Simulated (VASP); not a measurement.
A run of VASP 6.6.1:

File INCAR:

```
SYSTEM = ZrC
  PREC = Accurate
  ENCUT = 520
  EDIFF = 1E-7
  ISMEAR = 0
  SIGMA = 0.1
  LREAL = .False.
  LASPH = .True.
  NELM = 60
  ALGO = Normal
  ISIF = 2
  LWAVE = .False.
  LCHARG = .False.
  GGA = PE
  NBANDS = 15
```

The input KPOINTS:

```
regular mesh
0
Gamma
  12 12 12
  0 0 0
```

The input POSCAR:

```
ZrC
1.0
    0.0000000000      2.3650000000      2.3650000000
    2.3650000000      0.0000000000      2.3650000000
    2.3650000000      2.3650000000      0.0000000000
Zr C
1 1
Direct
    0.5000000000      0.5000000000      0.5000000000
    0.0000000000      0.0000000000      0.0000000000
```

Potentials or basis: VASP PAW PBE potentials, release 64 (Zr_sv, C).

Command:

```sh
$ cat potpaw_PBE.64/Zr_sv/POTCAR potpaw_PBE.64/C/POTCAR > POTCAR
$ mpirun -np 1 vasp_std > vasp.out
```

Hardware: 1 thread of AMD EPYC 7R13 Processor (Zen 3), with other jobs on the host.

**Question.** Estimate the wall time of this run.

**Answer.** It took 40 s on 1 thread of AMD EPYC 7R13 Processor (Zen 3), on a shared host, peak memory 0.14 GiB. Counts: scf iterations 14, k points 72.
